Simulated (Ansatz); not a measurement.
A single-point calculation of Si (P6_3/mmc) from a database of computed structures with the PAW code Ansatz, at the level r2SCAN. The cell was relaxed with r2SCAN and then strained (biaxial -2.82 % in x and y, z held), with the atoms relaxed again with r2SCAN; k points keep the names of the unstrained zone.

Input file:
```yaml
crystal:
  lattice:
    - [3.7240511167, 0.0, 0.0]
    - [-1.8620255583, 3.225122872, 0.0]
    - [0.0, 0.0, 6.3412386841]
  atoms:
    - { symbol: Si, position: [0.3333333333, 0.6666666667, 0.0651655269] }
    - { symbol: Si, position: [0.6666666667, 0.3333333333, 0.5651655269] }
    - { symbol: Si, position: [0.3333333333, 0.6666666667, 0.4348344731] }
    - { symbol: Si, position: [0.6666666667, 0.3333333333, 0.9348344731] }
kpoints:
  mp_grid: { grid: [12, 12, 4] }
  band_path:
    path:
      - [0.0, 0.0, 0.0]
      - [0.5, 0.0, 0.0]
      - [0.3333333333, 0.3333333333, 0.0]
      - [0.0, 0.0, 0.5]
      - [0.5, 0.0, 0.5]
      - [0.3333333333, 0.3333333333, 0.5]
      - [0.0, 0.5, 0.0]
    npoints: 1
hamiltonian:
  xc: r2scan
scf:
  occupations: { method: fixed }
  n_extra_bands: 5
output:
  forces: true
  stress: true
  eigenvalues: true
```

Run as `ansatz run input.yaml --threads 4 --pin off --max-ram 4608MiB --backend cpu --events-out ev --progress --plain --runs-dir out`. It took 2.8 s on 4 threads of Arm Neoverse V1 (shared host); peak host memory 0.56 GiB.

Problem. What will the output look like, and what does it show?

Solution. The log, with set-up remarks and timings taken out:
```
Pseudopotential: Si, paw, valence charge 4, recommended cutoff 500 eV (meta_gga)
Functional definition: r2SCAN
Crystal: 4 atoms, lattice volume = 76.162 Å³
Basis set: ecut = 500 eV, 1955 PW (Γ)
Bands: 13, of which v1, the nominal top of the filled ones, is band 8 counted from 1 (7 counted from 0)
Symmetry: 24 space group operations
Space group: P63/mmc (ITA 194)
k-points: 57 of 576
SCF 1 converged in 6 iterations: F = -2556.108949 eV  dr2 = 3.20e-9
SCF converged after 6 iterations
Free energy (F): -2556.108949 eV
Fermi energy:    7.093335 eV
--- Forces (eV/Å), atoms counted from 1 ---
  atom   1  Si      0.00000      0.00000    -0.00133
  atom   2  Si      0.00000      0.00000    -0.00133
  atom   3  Si      0.00000      0.00000      0.00133
  atom   4  Si      0.00000      0.00000      0.00133
--- Stress (GPa, compression-positive) ---
        7.954070       0.000000       0.000000
        0.000000       7.954070       0.000000
        0.000000       0.000000       2.522314
  P = ⅓ Tr σ = 6.1435 GPa (61.435 kbar)
```
Iteration counts and the last digits belong to this one run.

The file bands.tsv (bands near the Fermi energy, numbered from 0, rounded):
```tsv
# k_distance	band_3	band_4	band_5	band_6	band_7	band_8	band_9	band_10	band_11
# fermi_ev = 7.093335
# [0, 0, 0] at k_distance = 0.000000
# [0.5, 0, 0] at k_distance = 0.974100
# [0.3333333333, 0.3333333333, 0] at k_distance = 1.536497
# [0, 0, 0.5] at k_distance = 2.765564
# [0.5, 0, 0.5] at k_distance = 3.739664
# [0.3333333333, 0.3333333333, 0.5] at k_distance = 4.302061
# [0, 0.5, 0] at k_distance = 5.051550
# levels_relative_to = fermi_ev
0.000	-1.585	-1.585	-0.730	0.000	0.000	1.802	2.055	2.176	2.176
0.974	-6.584	-5.265	-3.462	-3.356	-1.676	0.552	2.614	2.862	3.217
1.536	-7.142	-5.813	-4.076	-4.076	-3.904	0.578	5.594	5.594	5.717
2.766	-4.869	-0.966	-0.966	-0.966	-0.966	2.474	2.474	3.198	3.198
3.740	-7.919	-2.960	-2.960	-2.693	-2.693	0.990	0.990	1.632	1.632
4.302	-8.030	-5.085	-5.085	-2.476	-2.476	1.582	1.582	3.495	3.495
5.052	-6.584	-5.265	-3.462	-3.356	-1.676	0.552	2.614	2.862	3.217
```
In order the rows are Γ, M, K, A, L, H, M.

r2SCAN gives an indirect gap of 0.55 eV, from Γ to M; the least direct gap is 1.80 eV at Γ. Edges are sought over the mesh and the listed points. The mean pressure at these positions is +6.14 GPa, compression counted positive.

Calculated for a static, non-magnetic cell.
